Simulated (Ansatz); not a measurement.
## Calculated S-33 NMR of the central transition for MoS2 under strain

Cell: a COD entry, relaxed with PBE at fixed cell and then changed (z compressed by 1 %, ions relaxed).

```yaml
crystal:
  lattice:
    - [1.58150, 0.91308, 6.06210]
    - [-1.58150, 0.91308, 6.06210]
    - [0.00000, -1.82616, 6.06210]
  atoms:
    - { symbol: Mo, position: [0.99999, 0.99999, 0.99999] }
    - { symbol: S, position: [0.24749, 0.24749, 0.24749] }
    - { symbol: S, position: [0.41922, 0.41922, 0.41922] }
```

Atom numbers follow the list; atoms alike are taken as one site, whose name carries the number of the first.

Level of theory: DFT, PBE, plane waves and PAW, scalar-relativistic, collinear spin, 420 eV cutoff, Γ-centred 16×16×16 k-points, Fermi–Dirac smearing 0.02 eV (Ansatz 0.2.0). Start moments as typed (μB): 2 on each Mo, none on the rest.

S-33 has I = 3/2 and Q = -69.40 mb (Pyykkö 2018); at 35.2 T its Larmor frequency is ν₀ = 115.2 MHz. Only the quadrupole interaction is simulated: positions count from each site's isotropic chemical shift, and shift anisotropy, dipolar and J coupling are left out.

(1) What does the S-33 spectrum (static powder) show for each site?

Answers

(1) 

```csv
site,first shell,C_Q (MHz),η,P_Q (MHz),δ_QIS (ppm),breadth (kHz)
S2,3 Mo at 2.40 Å,8.87,0.00,8.87,-148,88.9
S3,3 Mo at 2.40 Å,8.51,0.00,8.51,-136,81.8
```

δ_QIS = −(ν_Q²/30ν₀²)[I(I+1) − 3/4](1 + η²/3) × 10⁶ ppm with ν_Q = 3|C_Q|/[2I(2I−1)]; it falls as 1/B₀² in ppm, and the breadth as 1/B₀ in kHz.

An axis of threefold or higher order runs through S2 and S3, so V_zz lies along it and η is zero.

Without spin–orbit coupling (the program notes it for Mo) the gradients can shift somewhat, as the gap is small. The start moments die out, and the run ends without spin.
